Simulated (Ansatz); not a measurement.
An input for Ansatz 0.2.0 (KCl (Sylvite)):

Contents of input.yaml:

```yaml
crystal:
  lattice:
    - [0.0, 2.9209240035, 2.9209240035]
    - [2.9209240035, 0.0, 2.9209240035]
    - [2.9209240035, 2.9209240035, 0.0]
  atoms:
    - { symbol: K, position: [0.0, 0.0, 0.0], spin: 0.5, spin_axis: [0.5, 0.0, 0.0] }
    - { symbol: Cl, position: [0.5, 0.5, 0.5] }
hamiltonian:
  xc: r2scanh
  pseudopotentials: { kind: paw }
  dispersion: d4
magnetization:
  noncollinear: true
  spin_orbit: false
kpoints:
  mp_grid: { grid: [4, 4, 4] }
scf:
  occupations: { method: tetrahedron }
output:
  forces: true
  stress: true
```

Potentials or basis: Ansatz PAW.

Run with:

```bash
$ ansatz run input.yaml --threads 2 --pin off --max-ram 5632MiB --backend cpu --events-out ev --progress --plain --runs-dir out
```

Task: How does this run end?

Result: The run stopped without a result. It printed:

Output:

```text
Error: 2 input errors — fix all and re-run
```
